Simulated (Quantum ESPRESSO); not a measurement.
Runs of Quantum ESPRESSO 7.5 on HfO2. It takes space group Fm-3m (No. 225, cubic). The conventional cell has a = 5.115 Å, b = 5.115 Å, c = 5.115 Å, α = 90.00°, β = 90.00°, γ = 90.00°. Around Hf (site symmetry m-3m) lie 8 O at 2.21 Å. O (site symmetry -43m) has 4 Hf at 2.21 Å as nearest neighbours. Measurements of this composition are mostly on another form, of space group No. 14.

```tsv
task	level	potentials or basis	U	cell	k mesh	cutoff (eV)	mixing beta	hubbard projectors	form of the LDA correlation	iterations	k mesh for the Wannier functions	mesh quality	gap on the mesh (eV)	pressure (GPa)
dielectric tensor	WC	PseudoDojo 0.4.1 SR PBE standard	-	as given	6 × 6 × 6, shifted	1143	0.5	-	-	-	-	not flagged	-	-11.2
single point	PBE+U	SSSP 1.3 efficiency PBE	Hf d U = 2 eV	as given	9 × 9 × 9	816	0.3	ortho-atomic	-	-	-	not flagged	4.18	(c)
phonons	PBE	GBRV 1.5 PBE	-	relaxed	6 × 6 × 6, shifted	612	0.5	-	-	-	-	not flagged	-	0.0
band structure	PBE	PseudoDojo 0.4.1 SR PBE standard	-	as given	9 × 9 × 9	1143	0.5	-	-	-	-	not flagged	3.87	(a)
dielectric tensor	PBEsol	PseudoDojo 0.4.1 SR PBEsol standard	-	as given	6 × 6 × 6, shifted	1143	0.5	-	-	-	-	not flagged	-	-13.2
band structure	LDA	PseudoDojo 0.4.1 SR LDA standard	-	as given	9 × 9 × 9	1143	0.5	-	PW92	-	-	not flagged	3.67	-22.1
band structure	LDA	SG15 PBE 1.2	-	as given	9 × 9 × 9	1197	0.5	-	PZ81	-	-	not flagged	(b)	-18.8
Wannier functions	PBE	JTH 2.0 PBE	-	as given	5 × 5 × 5	490	0.5	-	-	0	5 × 5 × 5	coarse	4.02	-
phonons	PW91	GBRV 1.5 PBE	-	relaxed	4 × 4 × 4, shifted	612	0.5	-	-	-	-	not flagged	-	0.0
dielectric tensor	AM05	PseudoDojo 0.4.1 SR PBE standard	-	as given	6 × 6 × 6, shifted	1143	0.5	-	-	-	-	not flagged	-	-11.2
```

Alike in all rows: no spin polarisation; smearing fermi-dirac 0.05 eV.

Fill in the values left out.

(a) -4.9; (b) 3.52; (c) -1.7.

Caveats: some runs use coarse meshes; spin-orbit coupling is left out, which moves the levels of the heavy elements (some runs); the potentials were made for another functional, which shifts forces and pressure (some runs); the mesh misses the band edges, which the band path finds closer together (some runs); the cell is more than 3 GPa from zero pressure, which shifts response properties (some runs); an odd mesh through Γ misses points on the zone boundary, where band edges often lie (some runs); so large a pressure means that the cell lies far from this level's equilibrium, or that cutoff or potentials fall short (some runs); the cutoff is low for these files, which shifts pressure and relaxed volume (some runs).

A k mesh can miss the band edges, and the runs leave out spin-orbit coupling on Hf.

Not every run made on this cell is shown here.
